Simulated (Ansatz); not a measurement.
Nb: equation of state with PBE+D3(BJ)

Nb:

```xyz
1
Lattice="0.0000 2.1150 2.1150 2.1150 0.0000 2.1150 2.1150 2.1150 0.0000" Properties=species:S:1:pos:R:3 pbc="T T T"
Nb    0.0000    0.0000    0.0000
```

This isn't the form of Nb at room conditions, which is bcc.

```yaml
Program: Ansatz 0.2.0
Task: equation of state
Functional: PBE
Dispersion: D3(BJ)
Potentials_or_basis: all-electron LAPW, relativistic spinors
Basis_error_allowed: 0.001 eV/atom
k_mesh: 8 × 8 × 8
Occupations: cold, width 0.01 eV
Spin: spin-orbit coupling, no magnetisation
```

```yaml
Equilibrium_volume: "17.95 Å³/atom (rough: see the caveat)"
Bulk_modulus: 143 GPa (rough)
```

Energy against volume, from the lowest point:
```
volume (Å³/atom)  energy (meV/atom)
          17.786               0.00
          18.165               0.57
          18.543               8.09
          18.922              22.21
          19.300              43.69
          19.679              71.70
          20.057             105.58
```

All runs of the series together: 2.2 min on 1 thread of Arm Neoverse V2 (shared host).

Caveat: the fit is doubtful: noisy points or a state that changes with volume.
